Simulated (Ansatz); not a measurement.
A crystal relaxed with r2SCAN in the PAW code Ansatz has space group P6_3mc (No. 186) and a = 4.578 Å, c = 7.455 Å.

```
atom  site       x       y       z
  Xx    2b  0.3333  0.6667  0.9994
  Te    2b  0.3333  0.6667  0.3756
```

r2SCAN gives an indirect gap of 3.160 eV, from K–Γ (0.98 of the way from K) to Γ; the least direct gap is 3.160 eV at Γ. Least and direct gap differ so little that the kind isn't settled. The HSE06 gap is indirect, 3.317 eV (K–Γ (0.98 of the way from K) to Γ), below the direct gap of 3.317 eV at Γ. Least and direct gap differ so little that the kind isn't settled. Meshes: r2SCAN 6×6×4, HSE06 6×6×2. r2SCAN's ε∞ is 4.9 along x and y, 5.0 along z.

**Question.** Which element is Xx?
A. Mg
B. Zn
C. Be
D. Hg

**Answer.** A. Xx is Mg: MgTe in the wurtzite structure. Around Mg lie 4 Te at 2.80 Å; around Te lie 4 Mg at 2.80 Å.

(Simulation; spin polarisation is off.)

Spin-orbit coupling is left out, which matters wherever the heavy atoms make up the band edges.

Where an edge lies off the special points, it is a point of the mesh or the k point where a search put PBE's edge or least direct gap, reused for the other functionals, whose own edges may lie a little apart.

The meshes of the hybrids are coarse, so their gaps aren't converged to the digits shown.
